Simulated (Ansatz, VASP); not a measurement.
**Two plane-wave programs on ZnS (Wurtzite-2H)**

Contents of INCAR:

```
  ALGO = Normal
  EDIFF = 1E-6
  ENCUT = 520
  GGA = PE
  ISIF = 2
  ISMEAR = 0
  LASPH = T
  LCHARG = F
  LREAL = F
  LWAVE = F
  NBANDS = 26
  NELM = 60
  PREC = Accurate
  SIGMA = 0.025
```

KPOINTS

```
k-points
0
Gamma
  8 8 5
```

Contents of POSCAR:

```
ZnS
1.0
    3.8110000000      0.0000000000      0.0000000000
   -1.9055000000      3.3004228138      0.0000000000
    0.0000000000      0.0000000000      6.2340000000
Zn S
2 2
Direct
    0.6666666667      0.3333333333      0.5000000000
    0.3333333333      0.6666666667      0.0000000000
    0.6666666667      0.3333333333      0.8850000000
    0.3333333333      0.6666666667      0.3850000000
```

File input.yaml:

```yaml
crystal:
  lattice:
    - [3.811, 0.0, 0.0]
    - [-1.9055, 3.3004228138, 0.0]
    - [0.0, 0.0, 6.234]
  atoms:
    - { symbol: Zn, position: [0.6666666667, 0.3333333333, 0.5] }
    - { symbol: Zn, position: [0.3333333333, 0.6666666667, 0.0] }
    - { symbol: S, position: [0.6666666667, 0.3333333333, 0.885] }
    - { symbol: S, position: [0.3333333333, 0.6666666667, 0.385] }
hamiltonian:
  xc: pbe
  pseudopotentials: { kind: paw }
kpoints:
  mp_grid: { grid: [8, 8, 5] }
scf:
  occupations: { method: gaussian, width: 0.025 }
output:
  forces: true
  stress: true
  eigenvalues: true
  write_density: true
  write_potential: true
  elf: true
  volumetric_format: npy
```

Alike in both runs: task single point; functional PBE; k mesh 8 × 8 × 5; occupations gaussian, width 0.025 eV; no spin polarisation.

```csv
,VASP,Ansatz
version,VASP 6.6.1,Ansatz 0.2.0
potentials or method,"VASP PAW PBE potentials, release 64 (Zn, S)",Ansatz PAW
plane-wave cutoff (eV),520,420
valence electrons in the cell,36,36
```

|  | VASP | Ansatz | Ansatz less VASP |
| --- | --- | --- | --- |
| gap on the k mesh at the Fermi level (eV) | 2.25 | 2.25 | -0.006 |
| least direct gap on the mesh (eV) | 2.25 | 2.25 | -0.006 |
| pressure (GPa) | 2.5 | 2.3 | -0.16 |
| largest component of the traceless stress (GPa) | 1.37 | 1.35 | -0.024 |
| rms of the force components (eV/Å) | 0.186 | 0.184 | -0.0019 |

Atom by atom the forces differ by 0.002 eV/Å (rms over components).

Caveats: odd divisions of the mesh miss points on the zone boundary, where band edges often lie, so the gap on the mesh can be too wide (Ansatz). A hybrid or GW would open this gap; PBE tends to underestimate it.
